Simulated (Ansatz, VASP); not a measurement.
One calculation of B, two programs

```
CELL_PARAMETERS angstrom
2.29822 0.00000 0.00000
0.00000 2.29822 0.00000
0.00000 0.00000 1.55342
ATOMIC_POSITIONS crystal
B 0.50000 0.50000 0.50000
```

The cell was built by a generator and needn't be a form met in nature.

Alike in both runs: task single point; functional PBE; k mesh 11 × 11 × 16; occupations fermi-dirac, width 0.05 eV; no spin polarisation.

|  | VASP | Ansatz |
| --- | --- | --- |
| version | VASP 6.6.1 | Ansatz 0.2.0 |
| potentials or method | VASP PAW PBE potentials, release 64 (B) | Ansatz PAW |
| plane-wave cutoff (eV) | 520 | 420 |
| valence electrons in the cell | 3 | 3 |

Ansatz gave:

* gap on the k mesh at the Fermi level (eV): none
* pressure (GPa): 11.3
* largest component of the traceless stress (GPa): 17.31

Q: Estimate VASP's values.

A: gap on the k mesh at the Fermi level (eV): none; pressure (GPa): 11.2; largest component of the traceless stress (GPa): 17.18.

A gap of «none» marks a metal or a gap that the smearing closes.
